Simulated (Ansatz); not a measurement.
# Sb2S3: the cost of one run

Method: DFT, PBE, plane-wave PAW, default files, scalar-relativistic, as far as a step names no other, in Ansatz 0.2.0.

**1. Starting point**

Symmetry: Pnma, No. 62, orthorhombic system. Conventional cell: a = 11.800 Å, b = 3.845 Å, c = 11.367 Å, α = 90.00°, β = 90.00°, γ = 90.00°. Sb (site symmetry m) has 3 S at 2.46 to 2.69 Å as nearest neighbours. Sb (site symmetry m) has 3 S at 2.52 to 2.54 Å as nearest neighbours. S (site symmetry m) is surrounded by 2 Sb at 2.54 Å. S (site symmetry m) is surrounded by 1 Sb at 2.46 Å. S (site symmetry m) is surrounded by 3 Sb at 2.52 to 2.69 Å.

Coordinates:

```cif
data_structure
_symmetry_space_group_name_H-M 'Pnma'
_symmetry_Int_Tables_number 62
_cell_length_a 11.8001
_cell_length_b 3.8447
_cell_length_c 11.3671
_cell_angle_alpha 90.000
_cell_angle_beta 90.000
_cell_angle_gamma 90.000
_cell_volume 515.71
loop_
_atom_site_label
_atom_site_type_symbol
_atom_site_symmetry_multiplicity
_atom_site_Wyckoff_symbol
_atom_site_fract_x
_atom_site_fract_y
_atom_site_fract_z
_atom_site_occupancy
Sb1 Sb 4 c 0.85735 0.75000 0.46558 1
Sb2 Sb 4 c 0.96694 0.25000 0.17308 1
S1 S 4 c 0.87593 0.75000 0.06147 1
S2 S 4 c 0.04854 0.75000 0.37923 1
S3 S 4 c 0.30025 0.25000 0.18855 1
```

**2. Single point at the given positions**

input.yaml

```yaml
crystal:
  lattice:
    - [11.80011845, 0.0, 0.0]
    - [0.0, 3.84473291, 0.0]
    - [0.0, 0.0, 11.36714114]
  atoms:
    - { symbol: Sb, position: [0.8573504, 0.75, 0.46558362] }
    - { symbol: Sb, position: [0.1426496, 0.25, 0.53441638] }
    - { symbol: Sb, position: [0.6426496, 0.25, 0.96558362] }
    - { symbol: Sb, position: [0.3573504, 0.75, 0.03441638] }
    - { symbol: Sb, position: [0.9669436, 0.25, 0.17308267] }
    - { symbol: Sb, position: [0.0330564, 0.75, 0.82691733] }
    - { symbol: Sb, position: [0.5330564, 0.75, 0.67308267] }
    - { symbol: Sb, position: [0.4669436, 0.25, 0.32691733] }
    - { symbol: S, position: [0.87592716, 0.75, 0.06146949] }
    - { symbol: S, position: [0.12407284, 0.25, 0.93853051] }
    - { symbol: S, position: [0.62407284, 0.25, 0.56146949] }
    - { symbol: S, position: [0.37592716, 0.75, 0.43853051] }
    - { symbol: S, position: [0.04854145, 0.75, 0.37923204] }
    - { symbol: S, position: [0.95145855, 0.25, 0.62076796] }
    - { symbol: S, position: [0.45145855, 0.25, 0.87923204] }
    - { symbol: S, position: [0.54854145, 0.75, 0.12076796] }
    - { symbol: S, position: [0.30024927, 0.25, 0.18854761] }
    - { symbol: S, position: [0.69975073, 0.75, 0.81145239] }
    - { symbol: S, position: [0.19975073, 0.75, 0.68854761] }
    - { symbol: S, position: [0.80024927, 0.25, 0.31145239] }
kpoints:
  mp_grid: { grid: [3, 7, 3] }
scf:
  occupations: { method: fermi_dirac, width: 0.02 }
hamiltonian:
  xc: pbe
  pseudopotentials: { kind: paw }
output:
  forces: true
  stress: true
  populations: true
  efg:
    quadrupole_moments_barn: { Sb: -0.543, S: -0.0694 }
    contact_densities: true
```

The run is started by

```
$ ansatz run input.yaml --threads 1 --pin off --max-ram 2560MiB --backend cpu --events-out ev --progress --plain --runs-dir out
```

Q: Estimate wall time and peak memory on 1 thread of Arm Neoverse V2, shared host.

About 77 s, with a peak of 1.1 GiB.
